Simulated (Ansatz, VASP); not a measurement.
One calculation of Fe, two programs

The input POSCAR:

```
Fe
1.0
   -1.4430000000      1.4430000000      1.4430000000
    1.4430000000     -1.4430000000      1.4430000000
    1.4430000000      1.4430000000     -1.4430000000
Fe
1
Direct
    0.0000000000      0.0000000000      0.0000000000
```

Contents of INCAR.step1:

```
SYSTEM = Fe
ALGO     = Normal         ! electronic algorithm
EDIFF    = 1E-4           ! SCF threshold, eV
ENCUT    = 520            ! plane-wave cutoff, eV
GGA      = PE             ! functional
ISMEAR   = -1             ! smearing method
ISPIN    = 2              ! spin polarisation
LASPH    = .True.         ! aspherical terms in the spheres
LCHARG   = .False.        ! write CHGCAR
LMAXMIX  = 4              ! l up to which the mixer works
LREAL    = .False.        ! projectors in reciprocal space
LWAVE    = .True.         ! write WAVECAR
MAGMOM   = 3              ! initial moments
NBANDS   = 14             ! bands
NELM     = 150            ! most SCF steps
PREC     = Accurate       ! precision mode
SIGMA    = 0.05           ! smearing width, eV
```

INCAR.step2

```
SYSTEM = Fe
ALGO     = Normal         ! electronic algorithm
EDIFF    = 1E-7           ! SCF threshold, eV
ENCUT    = 520            ! plane-wave cutoff, eV
ISIF     = 2              ! what is computed and relaxed
ISMEAR   = -1             ! smearing method
ISPIN    = 2              ! spin polarisation
ISTART   = 1            
LASPH    = .True.         ! aspherical terms in the spheres
LCHARG   = .False.        ! write CHGCAR
LMAXMIX  = 4              ! l up to which the mixer works
LMIXTAU  = .True.       
LORBIT   = 11             ! projections on sites
LREAL    = .False.        ! projectors in reciprocal space
LWAVE    = .False.        ! write WAVECAR
MAGMOM   = 3              ! initial moments
METAGGA  = R2SCAN         ! meta-GGA
NBANDS   = 14             ! bands
NELM     = 150            ! most SCF steps
PREC     = Accurate       ! precision mode
SIGMA    = 0.05           ! smearing width, eV
```

Contents of KPOINTS:

```
k-points
0
Gamma
  14 14 14
  0 0 0
```

Input for Ansatz:

```yaml
crystal:
  lattice:
    - [-1.443, 1.443, 1.443]
    - [1.443, -1.443, 1.443]
    - [1.443, 1.443, -1.443]
  atoms:
    - { symbol: Fe, position: [0.0, 0.0, 0.0], spin: 3.0 }
magnetization:
  spin_polarized: true
kpoints:
  mp_grid: { grid: [14, 14, 14] }
scf:
  occupations: { method: fermi_dirac, width: 0.05 }
hamiltonian:
  xc: r2scan
  pseudopotentials: { kind: paw }
output:
  forces: true
  stress: true
  eigenvalues: true
  populations: true
  write_density: true
  write_potential: true
  elf: true
  volumetric_format: npy
```

Alike in both runs: task single point; functional r2SCAN; k mesh 14 × 14 × 14; occupations fermi-dirac, width 0.05 eV; collinear spin.

|  | VASP | Ansatz |
| --- | --- | --- |
| version | VASP 6.6.1 | Ansatz 0.2.0 |
| potentials or method | VASP PAW PBE potentials, release 64 (Fe) | PAW with Ansatz's default frozen-core files, scalar-relativistic |
| plane-wave cutoff (eV) | 520 | 500 |
| valence electrons in the cell | 8 | 16 |

```csv
,VASP,Ansatz,Ansatz less VASP
pressure (GPa),-3.3,-3.1,+0.25
net moment per atom (μB),2.69,2.69,-0.001
size of the moment on the site where the two differ most (μB),2.76,2.84,+0.081
```

Site moments also hang on the region over which each program counts them. The two sets of potentials don't hold the same shells in valence. Ansatz warned: «stability_check_not_made».

Caveats: the PAW data sets were made with another functional, which shifts forces and pressure a little (VASP).
